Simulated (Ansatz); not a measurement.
The following input was run with Ansatz 0.2.0.

```yaml
crystal:
  lattice:
    - [0.0, 2.0679247856, 2.0679247856]
    - [2.0679247856, 0.0, 2.0679247856]
    - [2.0679247856, 2.0679247856, 0.0]
  atoms:
    - { symbol: Al, position: [0.5, 0.5, 0.5] }
    - { symbol: "N", position: [0.0, 0.0, 0.0] }
basis:
  ecutwfc: 420
kpoints:
  mp_grid: { grid: [10, 10, 10] }
hamiltonian:
  xc: pbe
scf:
  occupations: { method: gaussian, width: 0.02 }
output:
  forces: true
  stress: true
  eigenvalues: true
```

Launched with
```bash
ansatz run input.yaml --threads 1 --pin off --max-ram 1331MiB --backend cpu --events-out ev --progress --plain --runs-dir out
```

Computed with Ansatz 0.2.0, DFT PBE, scalar-relativistic, plane waves, PAW.

Abridged output:

```
Pseudopotentials: kind: paw
Pseudopotential: Al, paw, valence charge 3, recommended cutoff 420 eV (normal)
Pseudopotential: N, paw, valence charge 5, recommended cutoff 420 eV (normal)
Functional definition: PBE
Crystal: 2 atoms, lattice volume = 17.686 Å³
Basis set: ecut = 420 eV, 331 PW (Γ), exchange–correlation on 40×40×40 points (8 copies of the dense FFT grid, shifted against one another)
Bands: 8, of which v1, the nominal top of the filled ones, is band 4 counted from 1 (3 counted from 0)
Symmetry: 48 space group operations
Space group: Fm-3m (ITA 225), of the structure as read, at distance tolerance 2.6e-5 Å
k-points: 47 of 1000
Initial density: superposition of atomic densities (neutral atoms: chi_scale 0, normalization atom), corrected by the library's trained network
Initial wavefunctions: pseudopotential atomic-orbital guess
Functional: x = pbe(κ = 0.804, μ = 0.21951497), c = pbe(β = 0.06672455)
SCF iter   1: F=—  HF=-923.887352 eV  |F-HF|=—  |Δ(HF+E_count)|=         —  Δρ=1.23e-3  dr2=7.03e-5  ethr=1.77e-3  ⟨swp⟩=4.6  Hψ=2586  notcnv=0
SCF iter   2: F=—  HF=-923.887431 eV  |F-HF|=—  |Δ(HF+E_count)|=   7.84e-5  Δρ=5.73e-4  dr2=1.56e-5  ethr=8.79e-7  ⟨swp⟩=2.0  Hψ=986  notcnv=0
SCF iter   3: F=—  HF=-923.887479 eV  |F-HF|=—  |Δ(HF+E_count)|=   4.78e-5  Δρ=3.83e-4  dr2=2.13e-5  ethr=1.95e-7  ⟨swp⟩=2.0  Hψ=564  notcnv=0
SCF iter   4: F=—  HF=-923.887473 eV  |F-HF|=—  |Δ(HF+E_count)|=   5.74e-6  Δρ=4.05e-5  dr2=2.03e-7  ethr=1.95e-7  ⟨swp⟩=2.5  Hψ=526  notcnv=0
SCF iter   5: F=-923.887473 eV  HF=-923.887473 eV  |F-HF|=2.49e-9  |Δ(HF+E_count)|=   4.96e-8  Δρ=5.94e-6  dr2=1.85e-9  ethr=2.54e-9  ⟨swp⟩=2.4  Hψ=525  notcnv=0
SCF iter   6: F=-923.887473 eV  HF=-923.887473 eV  |F-HF|=3.68e-11  |Δ(HF+E_count)|=   2.66e-9  Δρ=6.91e-7  dr2=5.25e-11  ethr=2.31e-11  ⟨swp⟩=1.6  Hψ=1178  notcnv=0
SCF 1 converged in 6 iterations: F = -923.887473 eV  dr2 = 5.25e-11
SCF converged after 6 iterations
Free energy (F): -923.887473 eV
Harris-Foulkes:  -923.887473 eV  (|F-HF|=3.68e-11)
Internal energy: -923.887473 eV  (E = F + TS)
E sigma→0 (E₀):  -923.887473 eV
Fermi energy:    12.283249 eV
--- Per-component energies (eV) ---
  E_band       = 33.303249
  E_kinetic    = 159.661559
  E_local      = -175.862563  (includes V_loc(G=0)·N_el)
  E_nonlocal   = 53.756319
  E_hartree    = 63.467521
  E_xc         = -102.234038
  E_vxc        = -108.668478  (∫ρ·V_xc dr)
  E_paw        = -594.394819  (= ΣΔE_a)
  E_vpaw       = -22.518824  (= ΣTr[D̂ρ^β])
  E_aug_tail   = 0.000099  (compensation charges beyond the density's cutoff)
  E_ewald      = -328.281551
  E_smearing   =  0.000000  (= −TS)
--- Forces (eV/Å), atoms counted from 1 ---
  atom   1  Al     0.00000000     0.00000000     0.00000000
  atom   2  N      0.00000000     0.00000000     0.00000000
--- Stress (GPa, compression-positive) ---
      -10.920119       0.000000       0.000000
        0.000000     -10.920119       0.000000
        0.000000       0.000000     -10.920119
  P = ⅓ Tr σ = -10.9201 GPa (-109.201 kbar)
--- Band table (eV; the first three rows and the last of 47) ---
  k-point 0: bands = ["-6.6527", "10.2880", "10.2880", "10.2880", "15.0118", "22.1755", "22.1755", "22.1755"]
  k-point 1: bands = ["-6.4610", "9.2680", "10.1791", "10.1791", "15.6892", "21.2874", "22.4396", "22.4396"]
  k-point 2: bands = ["-5.9049", "7.2063", "9.9147", "9.9147", "16.4924", "20.6387", "22.4828", "22.4828"]
  k-point 46: bands = ["-2.6556", "4.3989", "5.5979", "6.6415", "17.2161", "19.3285", "21.7238", "22.3238"]
```

Self-consistency was reached.